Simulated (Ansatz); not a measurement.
# CdTe (F-43m), clamped-ion strain scan

These are results of Ansatz 0.2.0, DFT r2SCAN, scalar-relativistic, plane waves, PAW, not measurements. Settings: plane waves to 500 eV, k-mesh 8×8×8 (Γ-centred), Gaussian smearing 0.05 eV. Spin–orbit coupling is left out, which matters for the heavy elements here. No spin polarisation. Energies are free energies at this smearing, counted from the undisturbed cell; pressure is positive in compression.

The starting cell (as given, not relaxed at this level; it stands at 3.2 GPa):

```
Cd Te
1.0
     0.00000    3.20500    3.20500
     3.20500    0.00000    3.20500
     3.20500    3.20500    0.00000
Cd Te
1 1
Direct
  0.00000 0.00000 0.00000
  0.75000 0.75000 0.75000
```

The cell is strained by ε times the Voigt pattern (0, 0, 1, 0, 0, 0) (xx, yy, zz, yz, xz, xy; engineering shear) with fractional coordinates fixed.

```
      ε  ΔE (meV/atom)
-0.0600           64.6
-0.0450           43.6
-0.0300           26.0
-0.0150           11.4
 0.0000            0.0
 0.0150           -8.5
 0.0300          -14.1
 0.0450          -16.9
 0.0525          -17.3
 0.0600          -17.1
```

(1) Predict the gap on the mesh (eV) at each point.

Results:

(1)
```csv
ε,gap on the mesh (eV)
-0.0600,1.45
-0.0450,1.43
-0.0300,1.42
-0.0150,1.40
0.0000,1.39
0.0150,1.32
0.0300,1.25
0.0450,1.18
0.0525,1.15
0.0600,1.11
```